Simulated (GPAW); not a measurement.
The system is Zn.

```
Zn
1.0
     2.67000    0.00000    0.00000
    -1.33500    2.31229    0.00000
     0.00000    0.00000    4.96600
Zn
2
Cartesian
  1.3350 0.7708 3.7245
  0.0000 1.5415 1.2415
```

```yaml
Program: GPAW 26.7.0
Task: relaxation of cell and atoms
Functional: PBEint
Potentials_or_basis: PAW data sets generated in the run's folder for this functional
Cutoff: 600 eV
Basis: pw
k_mesh: 8 × 8 × 4
Occupations: fermi-dirac, width 0.05 eV
Spin: no spin polarisation
```

At the start: pressure -4.2 GPa; volume 15.33 Å³/atom.

Q: How do energy, volume and symmetry change on relaxing?

A: Over 9 steps the energy falls by 44.9 meV/atom and the volume is 14.19 Å³/atom (-7.5 %); space group P6_3/mmc (No. 194, to 0.05 Å).

Step by step:
```tsv
step	energy change (eV)	largest force (eV/Å)	pressure (GPa)	volume (Å³)
1	0.0000	0.0000	-4.17	30.66
2	-0.0076	0.0000	-3.68	30.40
3	-0.0383	0.0000	3.39	27.63
4	-0.0449	0.0000	1.69	28.14
5	-0.0514	0.0000	0.45	28.42
6	-0.0797	0.0000	-2.91	29.37
7	-0.0862	0.0000	-1.26	28.78
8	-0.0895	0.0000	-0.44	28.52
9	-0.0897	0.0000	0.02	28.37
```

Final structure:
```xyz
2
Lattice="2.7009 0.0000 0.0000 -1.3505 2.3391 0.0000 0.0000 0.0000 4.4911" Properties=species:S:1:pos:R:3 pbc="T T T"
Zn    1.3505    0.7797    3.3683
Zn    0.0000    1.5594    1.1228
```

Caveat: later steps reuse the first step's grids.
